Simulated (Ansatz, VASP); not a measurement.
MgS: VASP beside Ansatz

```
Mg S
1.0
     0.00000    2.60152    2.70870
     2.60152    0.00000    2.70870
     2.60152    2.60152    0.00000
Mg S
1 1
Direct
  0.00000 0.00000 0.00000
  0.50000 0.50000 0.50000
```

Change from the starting cell: uniaxial_z strain +4.1%.

Alike in both runs: task single point; functional PBE; k mesh 8 × 8 × 8; occupations fermi-dirac, width 0.02 eV; no spin polarisation.

|  | VASP | Ansatz |
| --- | --- | --- |
| version | VASP 6.6.1 | Ansatz 0.2.0 |
| potentials or method | VASP PAW PBE potentials, release 64 (Mg, S) | plane waves, PAW |
| plane-wave cutoff (eV) | 520 | 420 |
| valence electrons in the cell | 8 | 16 |

```tsv
	VASP	Ansatz	Ansatz less VASP
gap on the k mesh at the Fermi level (eV)	2.53	2.55	+0.016
pressure (GPa)	-1.8	-1.5	+0.29
largest component of the traceless stress (GPa)	2.10	2.12	+0.018
```

The two sets of potentials don't hold the same shells in valence.

A k mesh can miss the band edges.
